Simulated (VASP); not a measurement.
# BaTiO3 (P4mm) in VASP: notebook

The runs below take BaTiO3 through relaxation of shape and atoms at fixed volume, with PBE.

Everything below comes from runs of VASP 6.6.1. Logs are shortened: lines on timing, memory, paths and dates and some standing lists are left out, and cuts for length are marked.

### Step 1. Starting point

It takes space group P4mm (No. 99, tetragonal). The conventional cell has a = 3.995 Å, b = 3.995 Å, c = 4.223 Å, α = 90.00°, β = 90.00°, γ = 90.00°. Ba (site symmetry 4mm) has 12 O at 2.82 to 3.00 Å as nearest neighbours. Ti (site symmetry 4mm) is surrounded by 5 O at 1.82 to 2.01 Å. O (site symmetry 4mm) has 1 Ti at 1.82 Å as nearest neighbours. Around O (site symmetry 2mm) lie 2 Ti at 2.01 Å.

### Step 2. Relaxation of shape and atoms at fixed volume, PBE

File INCAR:

```
SYSTEM = BaTiO3
ALGO = Normal ; EDIFF = 1E-7
EDIFFG = -0.01 ; ENCUT = 600
GGA = PE ; IBRION = 2
ISIF = 4 ; ISMEAR = 0
KPAR = 2 ; LASPH = .True.
LCHARG = .False. ; LREAL = .False.
LWAVE = .False. ; NELM = 80
NSW = 40 ; PREC = Accurate
SIGMA = 0.03
```

File KPOINTS:

```
k-points
0
Gamma
  8 8 8
  0 0 0
```

File POSCAR:

```
BaTiO3                                  
1.0
    3.9951670467      0.0000000000      0.0000000000
    0.0000000000      3.9951670467      0.0000000000
    0.0000000000     -0.0000000000      4.2227019435
  Ba              Ti              O             
     1     1     3
Direct
     1.0000000000000000    1.0000000000000000    0.9905853847144678
     0.5000000000000000    0.5000000000000000    0.4717193836751931
     0.5000000000000000    0.5000000000000000    0.0416894780916856
     0.5000000000000000    0.0000000000000000    0.5195028767593300
     1.0000000000000000    0.5000000000000000    0.5195028767593300
```

Potentials or basis: VASP PAW PBE potentials, release 64 (Ba_sv, Ti_sv, O).

Started as:

```
> cat potpaw_PBE.64/Ba_sv/POTCAR potpaw_PBE.64/Ti_sv/POTCAR potpaw_PBE.64/O/POTCAR > POTCAR
> mpirun -np 2 vasp_std > vasp.out
```

OUTCAR:

```text
SYSTEM = BaTiO3
   EDIFF = 1E-7
   EDIFFG = -0.01
   ENCUT = 600
   GGA = PE
   IBRION = 2
   ISIF = 4
   ISMEAR = 0
   LASPH = .True.
   LREAL = .False.
   NELM = 80
   NSW = 40
   PREC = Accurate

 ion  position               nearest neighbor table
   1  0.000  0.000  0.991-   4 2.82   5 2.82   5 2.82   4 2.82   3 2.83   3 2.83   3 2.83   3 2.83
                             4 3.00   5 3.00   5 3.00   4 3.00   2 3.48   2 3.48   2 3.48   2 3.48
   2  0.500  0.500  0.472-   3 1.82   4 2.01   5 2.01   4 2.01   5 2.01   3 2.41   1 3.48   1 3.48
                             1 3.48   1 3.48   1 3.58   1 3.58   1 3.58   1 3.58
   3  0.500  0.500  0.042-   2 1.82   2 2.41   1 2.83   1 2.83   1 2.83   1 2.83
   4  0.500  0.000  0.520-   2 2.01   2 2.01   1 2.82   1 2.82   1 3.00   1 3.00
   5  0.000  0.500  0.520-   2 2.01   2 2.01   1 2.82   1 2.82   1 3.00   1 3.00

  LATTYP: Found a simple tetragonal cell.
 ALAT       =     3.9951670467
 C/A-ratio  =     1.0569525364

  Lattice vectors:

 A1 = (   3.9951670467,   0.0000000000,   0.0000000000)
 A2 = (   0.0000000000,   3.9951670467,   0.0000000000)
 A3 = (   0.0000000000,   0.0000000000,   4.2227019435)

Analysis of symmetry for initial positions (statically):
=====================================================================
 Subroutine PRICEL returns:
 Original cell was already a primitive cell.

 Routine SETGRP: Setting up the symmetry group for a
 simple tetragonal supercell.

 Subroutine GETGRP returns: Found  8 space group operations
 (whereof  8 operations were pure point group operations)
 out of a pool of 16 trial point group operations.

The static configuration has the point symmetry C_4v.

Analysis of symmetry for dynamics (positions and initial velocities):
=====================================================================
 Subroutine PRICEL returns:
 Original cell was already a primitive cell.

 Routine SETGRP: Setting up the symmetry group for a
 simple tetragonal supercell.

 Subroutine GETGRP returns: Found  8 space group operations
 (whereof  8 operations were pure point group operations)
 out of a pool of 16 trial point group operations.

The dynamic configuration has the point symmetry C_4v.

 Subroutine INISYM returns: Found  8 space group operations
 (whereof  8 operations are pure point group operations),
 and found     1 'primitive' translations

----------------------------------------------------------------------------------------

[... 98 lines left out ...]
   EDIFF  = 0.1E-06   stopping-criterion for ELM
   LREAL  =      F    real-space projection
   EDIFFG = -.1E-01   stopping-criterion for IOM
   NSW    =     40    number of steps for IOM
   IBRION =      2    ionic relax: 0-MD 1-quasi-New 2-CG
   NFREE  =      1    steps in history (QN), initial steepest desc. (CG)
   ISIF   =      4    stress and relaxation
   ISYM   =      2    0-nonsym 1-usesym 2-fastsym
   POTIM  = 0.5000    time-step for ionic-motion
   TEBEG  =    0.0;   TEEND  =   0.0 temperature during run
   PSTRESS=    0.0 pullay stress
   NELECT =      40.0000    total number of electrons
   NUPDOWN=      -1.0000    fix difference up-down
   EMIN   =  10.00;   EMAX   =-10.00  energy-range for DOS
   EFERMI =   0.00;   METHOD = LEGACY
   ISMEAR =     0;   SIGMA  =   0.03  broadening in eV -4-tet -1-fermi 0-gaus
   EFERMI_NEDOS =   21; number of points for ismear=-14 and -15
   IALGO  =     38    algorithm
   IMIX   =      4    mixing-type and parameters
     AMIX     =   0.40;   BMIX     =  1.00
     AMIX_MAG =   1.60;   BMIX_MAG =  1.00
  volume/ion in A,a.u.               =      13.48        90.97
  Fermi-wavevector in a.u.,A,eV,Ry     =   1.375756  2.599802 25.751806  1.892704
  Thomas-Fermi vector in A             =   2.501063
   LORBIT       =      0    0 simple, 1 ext, 2 COOP (PROOUT), +10 PAW based schemes
   GGA     = PE    functional components
   LHFCALC =     F    Hartree Fock is set to
   AEXX    =    0.0000 exact exchange contribution
   IVDW    =     0    specifies the selected vdW correction
   LEPSILON=     F    determine dielectric tensor
   LRPA    =     F    only Hartree local field effects (RPA)
 conjugate gradient relaxation of ions
 non-spin polarized calculation
 Gauss-broadening in eV      SIGMA  =   0.03
  energy-cutoff  :      600.00
  volume of cell :       67.40
 maximum number of plane-waves:      2276
 NGX is ok and might be reduce to    32
   NGX = 15   NGY = 15   NGZ = 17

 number of electron      39.9999992 magnetization

 Free energy of the ion-electron system (eV)
  ---------------------------------------------------
  ext. energy  EPLUGINS =         0.00000000
  ---------------------------------------------------
  free energy    TOTEN  =       -40.05154486 eV

  energy without entropy =      -40.05154486  energy(sigma->0) =      -40.05154486

 E-fermi :   3.9759     XC(G=0): -10.9705

 val. band max:        3.6833050212   @ k =   0.5000   0.5000   0.5000
 cond. band min:       5.4515955066   @ k =   0.0000   0.0000   0.0000
 fundamental gap:      1.7682904854
 Fermi energy:         3.9759389248

 k-point     1 :       0.0000    0.0000    0.0000
  band No.  band energies     occupation
      1     -53.0071      2.00000
      2     -29.3402      2.00000
      3     -29.2003      2.00000
      4     -29.2003      2.00000
      5     -21.5499      2.00000
      6     -13.3211      2.00000
[... 637 lines left out ...]
     23       7.1811      0.00000
     24       8.1657      0.00000

 [... further k-points ...]
[... 5 lines left out ...]
  --------------------------------------------------------------------------------------
  -------------------------------------------------------------------------------------
  Total        0.0152716      0.0152716     -0.0161638      0.0000000      0.0000000      0.0000000
  in kB        0.3630236      0.3630236     -0.3842316      0.0000000      0.0000000      0.0000000
  external PRESSURE =       0.1139386 kB  Pullay stress =       0.0000000 kB

 VOLUME and BASIS-vectors are now :
 -----------------------------------------------------------------------------
  energy-cutoff  :      600.00
  volume of cell :       67.40
      direct lattice vectors                 reciprocal lattice vectors
     3.995167047  0.000000000  0.000000000     0.250302425  0.000000000  0.000000000
     0.000000000  3.995167047  0.000000000     0.000000000  0.250302425  0.000000000
     0.000000000  0.000000000  4.222701943     0.000000000  0.000000000  0.236815199

 POSITION                                       TOTAL-FORCE (eV/Angst)
 -----------------------------------------------------------------------------------
      0.00000      0.00000      4.18295         0.000000     -0.000000     -0.001710
      1.99758      1.99758      1.99193         0.000000      0.000000     -0.002557
      1.99758      1.99758      0.17604         0.000000     -0.000000      0.001067
      1.99758      0.00000      2.19371         0.000000     -0.000000      0.001600
      0.00000      1.99758      2.19371         0.000000     -0.000000      0.001600
 -----------------------------------------------------------------------------------
    total drift:                                0.000000     -0.000000     -0.000064

  FREE ENERGIE OF THE ION-ELECTRON SYSTEM (eV)
  ---------------------------------------------------
  free  energy   TOTEN  =       -40.0515448551 eV

  energy  without entropy=      -40.0515448551  energy(sigma->0) =      -40.05154486

 reached required accuracy - stopping structural energy minimisation
```

OSZICAR:

```text
N       E                     dE             d eps       ncg     rms          rms(c)
DAV:   1     0.488469508211E+03    0.48847E+03   -0.23287E+04  3600   0.199E+03
DAV:   2     0.249903107222E+01   -0.48597E+03   -0.47795E+03  4464   0.516E+02
DAV:   3    -0.483481455138E+02   -0.50847E+02   -0.49646E+02  5168   0.155E+02
DAV:   4    -0.506650503029E+02   -0.23169E+01   -0.23154E+01  5224   0.310E+01
DAV:   5    -0.507500210175E+02   -0.84971E-01   -0.84967E-01  4960   0.423E+00    0.231E+01
DAV:   6    -0.402974200474E+02    0.10453E+02   -0.77730E+01  5752   0.783E+01    0.104E+01
DAV:   7    -0.402435052796E+02    0.53915E-01   -0.14365E+01  4896   0.284E+01    0.671E+00
DAV:   8    -0.400383975846E+02    0.20511E+00   -0.92431E-01  5000   0.939E+00    0.314E+00
DAV:   9    -0.400719817985E+02   -0.33584E-01   -0.36739E-01  4968   0.523E+00    0.144E+00
DAV:  10    -0.400538596200E+02    0.18122E-01   -0.17495E-01  4912   0.430E+00    0.454E-01
DAV:  11    -0.400516334042E+02    0.22262E-02   -0.12227E-02  4576   0.768E-01    0.127E-01
DAV:  12    -0.400515600847E+02    0.73320E-04   -0.12038E-03  4704   0.236E-01    0.450E-02
DAV:  13    -0.400515409463E+02    0.19138E-04   -0.26868E-04  4608   0.147E-01    0.187E-02
DAV:  14    -0.400515460047E+02   -0.50584E-05   -0.55235E-05  5488   0.600E-02    0.130E-02
DAV:  15    -0.400515454468E+02    0.55783E-06   -0.28531E-05  5400   0.449E-02    0.870E-03
DAV:  16    -0.400515451001E+02    0.34671E-06   -0.98992E-06  4800   0.296E-02    0.514E-03
DAV:  17    -0.400515448372E+02    0.26289E-06   -0.25036E-06  4816   0.155E-02    0.971E-04
DAV:  18    -0.400515448551E+02   -0.17856E-07   -0.53062E-08  2152   0.239E-03
   1 F= -.40051545E+02 E0= -.40051545E+02  d E =-.400515E+02
```

CONTCAR:

```text
BaTiO3
   1.00000000000000
     3.9951670466999998    0.0000000000000000    0.0000000000000000
     0.0000000000000000    3.9951670466999998    0.0000000000000000
     0.0000000000000000    0.0000000000000000    4.2227019434999997
  Ba              Ti              O
     1     1     3
Direct
     0.0000000000000000    0.0000000000000000    0.9905853847144712
     0.5000000000000000    0.5000000000000000    0.4717193836751932
     0.5000000000000000    0.5000000000000000    0.0416894780916834
     0.5000000000000000    0.0000000000000000    0.5195028767593328
     0.0000000000000000    0.5000000000000000    0.5195028767593328

  0.00000000E+00  0.00000000E+00  0.00000000E+00
  0.00000000E+00  0.00000000E+00  0.00000000E+00
  0.00000000E+00  0.00000000E+00  0.00000000E+00
  0.00000000E+00  0.00000000E+00  0.00000000E+00
  0.00000000E+00  0.00000000E+00  0.00000000E+00
```

Run time: 51 s. Hardware: 2 MPI ranks of AMD EPYC 9R45 (Zen 5), shared host; peak memory 0.27 GiB.

Results:

```yaml
Free_energy: -40.0515 eV
Pressure_after_relaxing: 0.0 GPa
Band_gap_on_the_k_mesh: 1.77 eV, indirect (least direct gap 2.34 eV)
```

Forces on the atoms (eV/Å):
```
Ba   0.000  0.000 -0.002
Ti   0.000  0.000 -0.003
O    0.000  0.000  0.001
O    0.000  0.000  0.002
O    0.000  0.000  0.002
```

Final structure:
```yaml
crystal:
  lattice:
    - [3.99517, 0.00000, 0.00000]
    - [0.00000, 3.99517, 0.00000]
    - [0.00000, 0.00000, 4.22270]
  atoms:
    - { symbol: Ba, position: [0.00000, 0.00000, 0.99059] }
    - { symbol: Ti, position: [0.50000, 0.50000, 0.47172] }
    - { symbol: O, position: [0.50000, 0.50000, 0.04169] }
    - { symbol: O, position: [0.50000, 0.00000, 0.51950] }
    - { symbol: O, position: [0.00000, 0.50000, 0.51950] }
```

Levels at points of the mesh, in eV from the valence-band top:
```csv
k point,band 18,band 19,band 20,band 21,band 22,band 23
"(0.00, 0.00, 0.00)",-0.96,-0.57,-0.57,1.77,2.41,2.41
"(0.50, 0.00, 0.00)",-1.71,-1.60,-1.36,2.48,3.38,3.48
"(0.50, 0.50, 0.00)",-1.18,-1.18,-0.06,3.52,3.52,3.85
"(0.00, 0.00, 0.50)",-1.98,-0.74,-0.74,1.89,3.38,3.38
"(0.50, 0.00, 0.50)",-1.20,-1.11,-0.54,3.39,3.42,3.65
"(0.50, 0.50, 0.50)",-0.48,-0.48,0.00,3.89,3.89,4.01
```

Caveat: the relaxation stopped at its first step, so nothing moved; spin-orbit coupling is left out, which moves the levels of the heavy elements. A k mesh can miss the band edges.

[end of part 1 of 2]
